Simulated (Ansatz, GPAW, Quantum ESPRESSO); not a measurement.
# One calculation of WC, 4 ways

```
W C
1.0
     2.90650    0.00000    0.00000
    -1.45325    2.51710    0.00000
     0.00000    0.00000    2.83660
W C
1 1
Direct
  0.00000 0.00000 0.00000
  0.66667 0.33333 0.50000
```

Alike in all runs: task band structure; functional LDA; k mesh 10 × 10 × 9; occupations fermi-dirac, width 0.05 eV; no spin polarisation; no spin-orbit coupling. LDA stands for any of its common fits. Pressure is positive in compression and, in plane waves, holds the error of the finite cutoff, which Ansatz's Pulay term estimates and takes out.

| program and potentials | plane-wave cutoff (eV) | notes | pressure (GPa) |
| --- | --- | --- | --- |
| Ansatz, Ansatz PAW | 420 | potentials made for PBE, which Ansatz adapts in part; Pulay term of +0.34 GPa included | -9.80 |
| Quantum ESPRESSO, PseudoDojo 0.4.1 SR LDA standard | 1116 | - | -10.53 |
| GPAW, the program's PAW data sets (release 1.2.1) made for this functional | 800 | - | -11.56 |
| Ansatz, all-electron LAPW, scalar-relativistic | - | - | -9.75 |

The pressure spans -11.56 (GPAW, the program's PAW data sets (release 1.2.1) made for this functional) to -9.75 GPa (Ansatz, all-electron LAPW, scalar-relativistic), with all-electron results at -9.75. The cell lies far from this level's equilibrium.

The functional is the same throughout but for its coding, so the spread measures potentials, basis and numerics; runs on potential files found faulty are left out.
